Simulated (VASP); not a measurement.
The system is Sb.

```
Sb
1.0
     3.33000    0.00000    0.00000
    -1.66500    2.88386    0.00000
     0.00000    0.00000    5.23000
Sb
2
Direct
  0.33333 0.66667 0.25000
  0.66667 0.33333 0.75000
```

This isn't the form of Sb at room conditions, which is rhombohedral.

- Program: VASP 6.6.1
- Task: relaxation of cell and atoms
- Functional: PBE
- Potentials or basis: VASP PAW PBE potentials, release 64 (Sb)
- Cutoff: 520 eV
- k mesh: 15 × 15 × 9
- Occupations: gaussian, width 0.1 eV
- Spin: no spin polarisation

At the start: pressure 6.2 GPa; volume 25.11 Å³/atom.

Task: How do energy, volume and symmetry change on relaxing?

Result: Over 3 steps the energy falls by 40.0 meV/atom and the volume is 27.35 Å³/atom (+8.9 %); space group P6_3/mmc (No. 194, to 0.05 Å).

Step by step:
```tsv
step	energy change (eV)	largest force (eV/Å)	pressure (GPa)	volume (Å³)
1	0.0000	0.0000	6.18	50.23
2	-0.0535	0.0000	-2.76	57.60
3	-0.0800	0.0000	-0.01	54.70
```

Final structure:
```
Sb
1.0
     3.42368    0.00000    0.00000
    -1.71184    2.96499    0.00000
     0.00000    0.00000    5.38828
Sb
2
Direct
  0.33333 0.66667 0.25000
  0.66667 0.33333 0.75000
```
